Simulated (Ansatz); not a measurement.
## Fields on a plane of InN (wurtzite)

```
CELL_PARAMETERS angstrom
      3.58053     0.00000     0.00000
     -1.79026     3.10083     0.00000
      0.00000     0.00000     5.78779
ATOMIC_POSITIONS crystal
  In 0.66667 0.33333 0.50197
  In 0.33333 0.66667 0.00197
  N  0.66667 0.33333 0.12323
  N  0.33333 0.66667 0.62323
```

The slice is a (-1 1 0 2) plane (indices of the conventional cell) through the point (0.333, 0.667, 0.623) (fractional), spanned by u = [110] and v = [1 -1 1] in vectors of this cell: u (3.58 Å) and v (8.48 Å, at 90° to u). It covers one period; positions are fractions (u, v).

Atoms on it: In at (0.50, 0.85), 0.2 Å off the plane; N at (0.00, 0.00). Other atoms lie within 1 Å of the plane.

These are PBE (plane waves to 420 eV, PAW, scalar-relativistic; Ansatz, an electronic-structure program) values and carry that method's errors. k mesh 11×11×6. Inside the PAW spheres the values are not all-electron values, and peaks at nuclei hang on which shells count as valence. At this level the bands of InN touch or barely overlap; measurements give the solid a gap. InN was relaxed with its symmetry unable to fall.

```
|xx%%@@**::::::::::**@@%%|
|@@@@%%::::::..::::::%%@@|
|%%##==::::  xx  ::::==##|
|++==::::..xxxxxx..::::==|
|......::::  xx  ::::....|
|  ....::--::..::--::....|
|    ....::::::::::....  |
|      ..............    |
|        ..::::::..      |
|        ....::....      |
|        ..........      |
|....  ..............  ..|
|----::..::::--::::..::--|
|##**--..::::::::::..--**|
|@@%%++::::..  ..::::++%%|
|@@@@**::::..  ..::::**@@|
|@@@@##::::::::::::::##@@|
|%%%%**::::::--::::::**%%|
|****==::..::::::..::==**|
|----::..............::--|
|....                  ..|
|                        |
|......              ....|
|====::..          ..::==|
|%%%%**--..      ..--**%%|
|@@@@%%**::      ::**%%@@|
|xx##@@##==..  ..==##@@##|
|xxxx@@%%--......--%%@@xx|
```
Scale: ten equal steps from 0.02 (start of ' ') to 0.84 (end of '@'), in the order ' .:-=+*#%@'. Values: electron localisation function (ELF). The map has 12 points along u (two characters each, u = 0 at the left) and 28 along v (v = 0 in the bottom row). Points within 0.4 Å of a nucleus are blanked (x), as the pseudised field means little there.

```
|887766554444554444556677|
|666655555577777755555566|
|554444557788998877554444|
|333344557799999977554433|
|222233557788998877553322|
|111122446677777766442211|
|001122334455555544332211|
|000011223333333333221100|
|000000112222332222110000|
|000000112222222222110000|
|000011112222222222111100|
|111111222233333322221111|
|222222334455555544332222|
|444444445566776655444444|
|555544556677887766554455|
|665555556677887766555555|
|665555445577777755445555|
|555544444455555544444455|
|443333333333333333333333|
|222222222222222222222222|
|222211111111111111111122|
|221111110000000000111111|
|222222110000000000112222|
|333322221100000011222233|
|554433221100000011223344|
|666655332211111122335566|
|887766443322222233446677|
|888866554433333344556688|
```
Scale: ten equal steps from -1.68 (start of '0') to 1.05 (end of '9'), in the order '0123456789'. Values: log₁₀ of the valence density in e/Å³. The map has 12 points along u (two characters each, u = 0 at the left) and 28 along v (v = 0 in the bottom row). The scale is logarithmic, as a density can span decades between atoms and voids.
